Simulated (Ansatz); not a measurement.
Debugging relaxations under a series of pressures of PbSe, space group Cmcm (Ansatz 0.2.0 through its Python package).

The cells in order, each with its output:

**Cell 1**
```python
import ansatz as az
import numpy as np
```

**Cell 2**
```python
def edges_and_angles(cell):
    cell = np.asarray(cell)
    a, b, c = np.linalg.norm(cell, axis=1)
    cosines = cell[1] @ cell[2] / (b * c), cell[0] @ cell[2] / (a * c), cell[0] @ cell[1] / (a * b)
    return (a, b, c, *np.degrees(np.arccos(cosines)))
```

**Cell 3**
```python
xtal = (
    az.Lattice.of((2.154877, -6.133947, 0.0), (2.154877, 6.133947, 0.0), (0.0, 0.0, 4.450494))
    .atom('Pb', (0.631761, 0.368239, 0.75))
    .atom('Pb', (0.368239, 0.631761, 0.25))
    .atom('Se', (0.86129, 0.13871, 0.75))
    .atom('Se', (0.13871, 0.86129, 0.25))
)
```

**Cell 4**
```python
[site.symbol for site in xtal.resolved().sites]
```
Output:
```text
['Pb', 'Pb', 'Se', 'Se']
```

**Cell 5**
```python
calc = (
    xtal.calculation()
    .pseudopotentials('paw')
    .occupations('Fixed')
    .kpoints(6, 6, 4)  # the mesh must be finer for metals
    .functional(az.Functional.R2SCAN)
    .basis(120)
    .scf(max_iterations=85)
)

# H = F + PV, with 1 GPa A^3 = 1/160.21766 eV
rows = []
for pressure in [0, 10, 20, 30, 40]:
    result = calc.relax(cell=True, pressure=pressure, max_steps=30).run(threads=1, pin='off')
    cell = result.lattice.cell_ang
    n_atoms = len(result.lattice.sites)
    volume = abs(np.linalg.det(cell)) / n_atoms
    enthalpy = result.report['free_energy_ev'] / n_atoms + pressure * volume / 160.21766
    rows.append((pressure, volume, enthalpy, *edges_and_angles(cell)))
    print(f'{pressure} GPa done: {volume:.4f} A^3/atom')
```
Output:
```text
DeckWarning: basis.ecutwfc = 120 eV is below the records' recommended 500 eV, and the density's cutoff is lower with it unless basis.ecutrho_ratio is high enough to keep the records' density cutoff: compare with a run at a higher cutoff
Traceback (most recent call last):
  File "<cell 5>", line 14, in <module>
    result = calc.relax(cell=True, pressure=pressure, max_steps=30).run(threads=1, pin='off')
  ...
ansatz.CellRelaxationUnmetError: variable-cell relaxation did not converge after 30 `relax_step` rows, as none of its last 4 fresh-basis SCF(s) at a relaxed cell met both thresholds with a finite energy. The last misses `relax.f_tol` and `relax.cell.stress_tol`: largest allowed force component 2.12e-1 eV/Å (`relax.f_tol` 1.00e-2 eV/Å), stress off the target on the free part of the cell 1.46e1 GPa (`relax.cell.stress_tol` 5.00e-2 GPa), F+E_penalty+E_count -34523.92263130 eV. The closest is row 26, whose structure comes with this error. Larger ratio of force or stress to its threshold at each such SCF whose figures are numbers: 584.507, 270.631, 230.173, 291.566. The dense FFT grid had 24×24×16 points at the cell where the steps before the first such SCF started and at every such SCF. After the last such SCF `relax.max_steps` ran out. If the threshold ratios fall while the rows' cell is stable, continue in a new run from this error's structure with a larger `relax.max_steps`. Ratios that fall only as the cell collapses won't converge, and for ratios that don't fall see `relax.cell`. Where this run's directory can be resumed (`checkpoint.write`), a resume goes on for up to `relax.max_steps` more
The last result that the run could keep is in <dir> where next_state_free_energy_ev on a file's second line is a number, the run has left its state, where lower_state_in_no_save there is true it has gone on to a lower one that no save has, where lower_state_not_kept there is true it has shown a lower one that it does not keep, where withdrawn there is true it has taken that telling back, where relaxation_convergence_pending there is true the relaxation had not been seen to end on it, where checkpoint_pending there is true a resume need not go on from it, and where ended_on there is non_converged, with further_exchange_loops ahead (goes_on_to, as later_telling there has it, where it stands), the run gives no result, that one neither; one whose goes_on_to is unconverged_end is of a structure not shown to be relaxed.
```

Find the fault and give the corrected session.

The fault: the plane-wave cutoff is far below what the potentials need. The correction:

```diff
--- before
+++ after
@@
     .functional(az.Functional.R2SCAN)
-    .basis(120)
+    .basis(45 * az.Ry)
     .scf(max_iterations=85)
```

Notebook, run cell by cell (the value of a cell's last expression is shown):

(earlier cells as before)

**Cell 5**
```python
calc = (
    xtal.calculation()
    .pseudopotentials('paw')
    .occupations('Fixed')
    .kpoints(6, 6, 4)  # the mesh must be finer for metals
    .functional(az.Functional.R2SCAN)
    .basis(45 * az.Ry)
    .scf(max_iterations=85)
)

# H = F + PV, with 1 GPa A^3 = 1/160.21766 eV
rows = []
for pressure in [0, 10, 20, 30, 40]:
    result = calc.relax(cell=True, pressure=pressure, max_steps=30).run(threads=1, pin='off')
    cell = result.lattice.cell_ang
    n_atoms = len(result.lattice.sites)
    volume = abs(np.linalg.det(cell)) / n_atoms
    enthalpy = result.report['free_energy_ev'] / n_atoms + pressure * volume / 160.21766
    rows.append((pressure, volume, enthalpy, *edges_and_angles(cell)))
    print(f'{pressure} GPa done: {volume:.4f} A^3/atom')
```
Output:
```text
0 GPa done: 29.3895 A^3/atom
10 GPa done: 24.5149 A^3/atom
20 GPa done: 22.3195 A^3/atom
30 GPa done: 20.8481 A^3/atom
40 GPa done: 19.7409 A^3/atom
```

**Cell 6**
```python
print(' P (GPa)  V (A^3/atom)  H (eV/atom)     a       b       c')
for row in rows:
    print('{:8.1f} {:12.4f} {:14.5f} {:7.4f} {:7.4f} {:7.4f}'.format(*row[:6]))
p, v = np.array([row[0] for row in rows], float), np.array([row[1] for row in rows])
print('mean bulk modulus between rows (GPa):', np.round(-np.diff(p) / np.diff(np.log(v)), 1))
```
Output:
```text
 P (GPa)  V (A^3/atom)  H (eV/atom)     a       b       c
     0.0      29.3895    -8700.13131  6.4979  6.4979  4.4469
    10.0      24.5149    -8698.48059  5.9643  5.9643  4.2917
    20.0      22.3195    -8697.02446  5.7508  5.7508  4.1851
    30.0      20.8481    -8695.67978  5.6065  5.6065  4.1056
    40.0      19.7409    -8694.41448  5.4963  5.4963  4.0391
mean bulk modulus between rows (GPa): [ 55.1 106.6 146.6 183.2]
```

Reading the output:
- Total energies depend on the potentials; only differences at equal settings carry meaning.
- At a fixed pressure a relaxation lowers the enthalpy F + PV, while F alone can rise.
- Spin-orbit coupling, which matters for elements this heavy, is left out.
- The structure comes from a database of computed cells and needn't be a stable or known phase.
- Symmetry holds the cell in this phase, whether or not it is the stable one at each pressure.
- Run time: 10 min on 1 thread of Arm Neoverse V2 (shared host), peak memory 1.1 GiB.
